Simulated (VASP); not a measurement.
# N (Pa-3) in VASP: a series of runs

The runs below take N through equation of state, with r2SCAN.

Program: VASP 6.6.1. These are calculated values, not measurements. Logs are shortened: lines on timing, memory, paths and dates and some standing lists are left out, and cuts for length are marked.

## (1) The structure

The structure is cubic, space group Pa-3 (No. 205). Conventional cell: a = 5.626 Å, b = 5.626 Å, c = 5.626 Å, α = 90.00°, β = 90.00°, γ = 90.00°. Around N (site symmetry 3) lie 1 N at 1.11 Å.

## (2) Equation of state, r2SCAN, 21.37 Å³/atom (a relaxed cell with its volume scaled by 0.96)

The input, INCAR:

```
PREC = Accurate
ENCUT = 520
EDIFF = 1E-6
ISMEAR = 0
SIGMA = 0.02
LREAL = False
LASPH = True
NELM = 80
ALGO = Normal
ISIF = 2
LWAVE = False
LCHARG = False
METAGGA = R2SCAN
LMIXTAU = True
KPAR = 4
```

The input, KPOINTS:

```
regular mesh
0
Gamma
  4 4 4
```

The input, POSCAR:

```
N                                       
1.0
    5.5503201685     -0.0000000000      0.0000000000
    0.0000000000      5.5503201685      0.0000000000
    0.0000000000      0.0000000000      5.5503201685
  N             
     8
Direct
     0.0567414605788443    0.4432585394211557    0.5567414605788444
     0.4432585394211557    0.5567414605788444    0.0567414605788443
     0.5567414605788444    0.0567414605788443    0.4432585394211557
     0.9432585394211556    0.9432585394211556    0.9432585394211556
     0.9432585394211556    0.5567414605788444    0.4432585394211557
     0.5567414605788444    0.4432585394211557    0.9432585394211556
     0.4432585394211557    0.9432585394211556    0.5567414605788444
     0.0567414605788443    0.0567414605788443    0.0567414605788443
```

Potentials or basis: VASP PAW PBE potentials, release 64 (N).

The run is started by

```bash
$ cat potpaw_PBE.64/N/POTCAR > POTCAR
$ mpirun -np 4 vasp_std > vasp.out
```

OUTCAR:

```text
PREC = Accurate
   ENCUT = 520
   EDIFF = 1E-6
   ISMEAR = 0
   LREAL = False
   LASPH = True
   NELM = 80
   ISIF = 2
   METAGGA = R2SCAN

 ion  position               nearest neighbor table
   1  0.057  0.443  0.557-   5 1.09
   2  0.443  0.557  0.057-   6 1.09
   3  0.557  0.057  0.443-   7 1.09
   4  0.943  0.943  0.943-   8 1.09
   5  0.943  0.557  0.443-   1 1.09
   6  0.557  0.443  0.943-   2 1.09
   7  0.443  0.943  0.557-   3 1.09
   8  0.057  0.057  0.057-   4 1.09

  LATTYP: Found a simple cubic cell.
 ALAT       =     5.5503201685

  Lattice vectors:

 A1 = (   5.5503201685,   0.0000000000,   0.0000000000)
 A2 = (   0.0000000000,   5.5503201685,   0.0000000000)
 A3 = (   0.0000000000,   0.0000000000,   5.5503201685)

Analysis of symmetry for initial positions (statically):
=====================================================================
 Subroutine PRICEL returns:
 Original cell was already a primitive cell.

 Routine SETGRP: Setting up the symmetry group for a
 simple cubic supercell.

 Subroutine GETGRP returns: Found 24 space group operations
 (whereof  6 operations were pure point group operations)
 out of a pool of 48 trial point group operations.

The static configuration has the point symmetry S_6 .
 The point group associated with its full space group is T_h .

Analysis of symmetry for dynamics (positions and initial velocities):
=====================================================================
 Subroutine PRICEL returns:
 Original cell was already a primitive cell.

 Routine SETGRP: Setting up the symmetry group for a
 simple cubic supercell.

 Subroutine GETGRP returns: Found 24 space group operations
 (whereof  6 operations were pure point group operations)
 out of a pool of 48 trial point group operations.

The dynamic configuration has the point symmetry S_6 .
 The point group associated with its full space group is T_h .

 Subroutine INISYM returns: Found 24 space group operations
 (whereof  6 operations are pure point group operations),
 and found     1 'primitive' translations

----------------------------------------------------------------------------------------

                                     Primitive cell

  volume of cell :     170.9835

[... 89 lines left out ...]
   NSW    =      0    number of steps for IOM
   IBRION =     -1    ionic relax: 0-MD 1-quasi-New 2-CG
   NFREE  =      0    steps in history (QN), initial steepest desc. (CG)
   ISIF   =      2    stress and relaxation
   ISYM   =      2    0-nonsym 1-usesym 2-fastsym
   POTIM  = 0.5000    time-step for ionic-motion
   TEBEG  =    0.0;   TEEND  =   0.0 temperature during run
   PSTRESS=    0.0 pullay stress
   NELECT =      40.0000    total number of electrons
   NUPDOWN=      -1.0000    fix difference up-down
   EMIN   =  10.00;   EMAX   =-10.00  energy-range for DOS
   EFERMI =   0.00;   METHOD = LEGACY
   ISMEAR =     0;   SIGMA  =   0.02  broadening in eV -4-tet -1-fermi 0-gaus
   EFERMI_NEDOS =   21; number of points for ismear=-14 and -15
   IALGO  =     38    algorithm
   IMIX   =      4    mixing-type and parameters
     AMIX     =   0.40;   BMIX     =  1.00
     AMIX_MAG =   1.60;   BMIX_MAG =  1.00
  volume/ion in A,a.u.               =      21.37       144.23
  Fermi-wavevector in a.u.,A,eV,Ry     =   1.008734  1.906231 13.844539  1.017545
  Thomas-Fermi vector in A             =   2.141619
   LORBIT       =      0    0 simple, 1 ext, 2 COOP (PROOUT), +10 PAW based schemes
   METAGGA = R2SCAN    functional components
   LHFCALC =     F    Hartree Fock is set to
   AEXX    =    0.0000 exact exchange contribution
   IVDW    =     0    specifies the selected vdW correction
   LEPSILON=     F    determine dielectric tensor
   LRPA    =     F    only Hartree local field effects (RPA)
 non-spin polarized calculation
 Gauss-broadening in eV      SIGMA  =   0.02
  energy-cutoff  :      520.00
  volume of cell :      170.98
 maximum number of plane-waves:      4636
 NGX is ok and might be reduce to    42
   NGX = 21   NGY = 21   NGZ = 21

 number of electron      39.9999993 magnetization

 Free energy of the ion-electron system (eV)
  ---------------------------------------------------
  ext. energy  EPLUGINS =         0.00000000
  ---------------------------------------------------
  free energy    TOTEN  =       -72.89789999 eV

  energy without entropy =      -72.89789999  energy(sigma->0) =      -72.89789999

 E-fermi :  -6.7249     XC(G=0):  -6.8321

 val. band max:       -6.8670949834   @ k =   0.5000   0.0000   0.0000
 cond. band min:       1.2020724805   @ k =   0.0000   0.0000   0.0000
 fundamental gap:      8.0691674639
 Fermi energy:        -6.7249022554

 k-point     1 :       0.0000    0.0000    0.0000
  band No.  band energies     occupation
      1     -26.3531      2.00000
      2     -26.2881      2.00000
      3     -26.2881      2.00000
      4     -26.2881      2.00000
      5     -10.6565      2.00000
      6     -10.6565      2.00000
[... 297 lines left out ...]
     24       1.9070      0.00000
     25       2.1316      0.00000

------------------------ aborting loop because EDIFF is reached ----------------------------------------

  FORCE on cell =-STRESS in cart. coord.  units (eV):
  Direction    XX          YY          ZZ          XY          YZ          ZX
  --------------------------------------------------------------------------------------
  -------------------------------------------------------------------------------------
  Total        3.7026131      3.7026131      3.7026131      0.0000000     -0.0000000      0.0000000
  in kB       34.6948338     34.6948338     34.6948338      0.0000000     -0.0000000      0.0000000
  external PRESSURE =      34.6948338 kB  Pullay stress =       0.0000000 kB

 VOLUME and BASIS-vectors are now :
 -----------------------------------------------------------------------------
  energy-cutoff  :      520.00
  volume of cell :      170.98
      direct lattice vectors                 reciprocal lattice vectors
     5.550320168  0.000000000  0.000000000     0.180169787  0.000000000  0.000000000
     0.000000000  5.550320168  0.000000000     0.000000000  0.180169787  0.000000000
     0.000000000  0.000000000  5.550320168     0.000000000  0.000000000  0.180169787

 POSITION                                       TOTAL-FORCE (eV/Angst)
 -----------------------------------------------------------------------------------
      0.31493      2.46023      3.09009         1.528995     -1.528995      1.528995
      2.46023      3.09009      0.31493        -1.528995      1.528995      1.528995
      3.09009      0.31493      2.46023         1.528995      1.528995     -1.528995
      5.23539      5.23539      5.23539        -1.528995     -1.528995     -1.528995
      5.23539      3.09009      2.46023        -1.528995      1.528995     -1.528995
      3.09009      2.46023      5.23539         1.528995     -1.528995     -1.528995
      2.46023      5.23539      3.09009        -1.528995     -1.528995      1.528995
      0.31493      0.31493      0.31493         1.528995      1.528995      1.528995
 -----------------------------------------------------------------------------------
    total drift:                               -0.000000     -0.000000     -0.000000

  FREE ENERGIE OF THE ION-ELECTRON SYSTEM (eV)
  ---------------------------------------------------
  free  energy   TOTEN  =       -72.8978999866 eV

  energy  without entropy=      -72.8978999866  energy(sigma->0) =      -72.89789999
```

OSZICAR:

```text
N       E                     dE             d eps       ncg     rms          rms(c)
DAV:   1     0.252690581612E+03    0.25269E+03   -0.18962E+04   550   0.138E+03
DAV:   2    -0.664153308790E+02   -0.31911E+03   -0.31564E+03   793   0.317E+02
DAV:   3    -0.899288357087E+02   -0.23514E+02   -0.23448E+02   588   0.973E+01
[... 17 lines left out ...]
DAV:  21    -0.728977474113E+02   -0.32384E-03   -0.50793E-05   700   0.655E-02    0.286E-02
DAV:  22    -0.728978653944E+02   -0.11798E-03   -0.31566E-05   720   0.535E-02    0.186E-02
DAV:  23    -0.728978927453E+02   -0.27351E-04   -0.10856E-05   709   0.271E-02    0.591E-03
DAV:  24    -0.728979006398E+02   -0.78945E-05   -0.70803E-06   728   0.267E-02    0.387E-03
DAV:  25    -0.728978999866E+02    0.65315E-06   -0.24034E-06   526   0.149E-02
   1 F= -.72897900E+02 E0= -.72897900E+02  d E =-.118087E-24
```

Wall time 3.1 min (4 MPI ranks of Intel Xeon Platinum 8375C at 2.90GHz (Ice Lake), shared host); peak memory 0.28 GiB.

Results:

```
Free energy            : -72.8979 eV
Pressure               : 3.5 GPa
Largest force          : 2.648 eV/Å
Band gap on the k mesh : 8.07 eV, indirect (least direct gap 8.10 eV)
```

Caveat: the standard files for N, O and F lose accuracy on very short bonds; the PAW data sets were made with another functional, which shifts forces and pressure a little.

## (3) Equation of state, r2SCAN, 21.82 Å³/atom (a relaxed cell with its volume scaled by 0.98)

INCAR is that of step 2.

KPOINTS is that of step 2.

POSCAR: that of step 2 with these lines changed.

```diff
@@ -2,5 +2,5 @@
 1.0
-    5.5503201685     -0.0000000000      0.0000000000
-    0.0000000000      5.5503201685      0.0000000000
-    0.0000000000      0.0000000000      5.5503201685
+    5.5885994482     -0.0000000000      0.0000000000
+    0.0000000000      5.5885994482      0.0000000000
+    0.0000000000      0.0000000000      5.5885994482
   N
```

Potentials or basis: VASP PAW PBE potentials, release 64 (N).

The run is started by

```bash
$ cat potpaw_PBE.64/N/POTCAR > POTCAR
$ mpirun -np 4 vasp_std > vasp.out
```

It took 2.9 min on 4 MPI ranks of Intel Xeon Platinum 8375C at 2.90GHz (Ice Lake), shared host; peak memory 0.28 GiB.

The run converged. Its results:

* Free energy: -72.9625 eV
* Pressure: 1.6 GPa
* Largest force: 1.335 eV/Å
* Band gap on the k mesh: 8.02 eV, indirect (least direct gap 8.04 eV)

Caveat: the standard files for N, O and F lose accuracy on very short bonds; the PAW data sets were made with another functional, which shifts forces and pressure a little.

## (4) Equation of state, r2SCAN, 22.26 Å³/atom

INCAR is that of step 3.

KPOINTS is that of step 3.

POSCAR: that of step 3 with these lines changed.

```diff
@@ -2,5 +2,5 @@
 1.0
-    5.5885994482     -0.0000000000      0.0000000000
-    0.0000000000      5.5885994482      0.0000000000
-    0.0000000000      0.0000000000      5.5885994482
+    5.6263614008     -0.0000000000      0.0000000000
+    0.0000000000      5.6263614008      0.0000000000
+    0.0000000000      0.0000000000      5.6263614008
   N
```

The run is started by

```bash
$ cat potpaw_PBE.64/N/POTCAR > POTCAR
$ mpirun -np 4 vasp_std > vasp.out
```

It took 3 min on 4 MPI ranks of Intel Xeon Platinum 8375C at 2.90GHz (Ice Lake), shared host; peak memory 0.28 GiB.

The run converged. Its results:

| Item | Value |
| --- | --- |
| Free energy | -72.9883 eV |
| Pressure | 0.0 GPa |
| Largest force | 0.109 eV/Å |
| Band gap on the k mesh | 7.97 eV, indirect (least direct gap 7.99 eV) |

Caveat: the standard files for N, O and F lose accuracy on very short bonds; the PAW data sets were made with another functional, which shifts forces and pressure a little.

## (5) Equation of state, r2SCAN, 22.71 Å³/atom (a relaxed cell with its volume scaled by 1.02)

INCAR is that of step 4.

KPOINTS is that of step 4.

POSCAR: that of step 4 with these lines changed.

```diff
@@ -2,5 +2,5 @@
 1.0
-    5.6263614008     -0.0000000000      0.0000000000
-    0.0000000000      5.6263614008      0.0000000000
-    0.0000000000      0.0000000000      5.6263614008
+    5.6636231582     -0.0000000000      0.0000000000
+    0.0000000000      5.6636231582      0.0000000000
+    0.0000000000      0.0000000000      5.6636231582
   N
```

The run is started by

```bash
$ cat potpaw_PBE.64/N/POTCAR > POTCAR
$ mpirun -np 4 vasp_std > vasp.out
```

Wall time 3.6 min (4 MPI ranks of Intel Xeon Platinum 8375C at 2.90GHz (Ice Lake), shared host); peak memory 0.29 GiB.

It converged, with:

```
Free energy            : -72.9775 eV
Pressure               : -1.6 GPa
Largest force          : 1.034 eV/Å
Band gap on the k mesh : 7.91 eV, indirect (least direct gap 7.94 eV)
```

Caveat: the standard files for N, O and F lose accuracy on very short bonds; the PAW data sets were made with another functional, which shifts forces and pressure a little.

## (6) Equation of state, r2SCAN, 23.15 Å³/atom (a relaxed cell with its volume scaled by 1.04)

INCAR is that of step 5.

KPOINTS is that of step 5.

POSCAR: that of step 5 with these lines changed.

```diff
@@ -2,5 +2,5 @@
 1.0
-    5.6636231582     -0.0000000000      0.0000000000
-    0.0000000000      5.6636231582      0.0000000000
-    0.0000000000      0.0000000000      5.6636231582
+    5.7004009625     -0.0000000000      0.0000000000
+    0.0000000000      5.7004009625      0.0000000000
+    0.0000000000      0.0000000000      5.7004009625
   N
```

Potentials or basis: VASP PAW PBE potentials, release 64 (N).

The run is started by

```bash
$ cat potpaw_PBE.64/N/POTCAR > POTCAR
$ mpirun -np 4 vasp_std > vasp.out
```

Run time: 3.6 min. Hardware: 4 MPI ranks of Intel Xeon Platinum 8375C at 2.90GHz (Ice Lake), shared host; peak memory 0.28 GiB.

The run converged. Its results:

| Quantity | Value |
| --- | --- |
| Free energy | -72.9338 eV |
| Pressure | -2.9 GPa |
| Largest force | 2.101 eV/Å |
| Band gap on the k mesh | 7.86 eV, indirect (least direct gap 7.88 eV) |

Caveat: the standard files for N, O and F lose accuracy on very short bonds; the PAW data sets were made with another functional, which shifts forces and pressure a little.

## (7) Equation of state, r2SCAN

No new run: the results of the series are fitted here.

Results:

* Equilibrium volume: 22.35 Å³/atom
* Bulk modulus at fixed shape and positions: 80 GPa
* Pressure derivative of the bulk modulus: 3.1 (rough: it moves with the points fitted)

Energy against volume, from the lowest point:
```csv
volume (Å³/atom),energy (meV/atom)
21.373,11.30
21.818,3.22
22.263,0.00
22.709,1.35
23.154,6.81
```

Caveat: the standard files for N, O and F lose accuracy on very short bonds; the cell was scaled at fixed shape and fractional positions, which overstates the stiffness of a crystal with free parameters, most of all of layers and chains; the PAW data sets were made with another functional, which shifts forces and pressure a little.
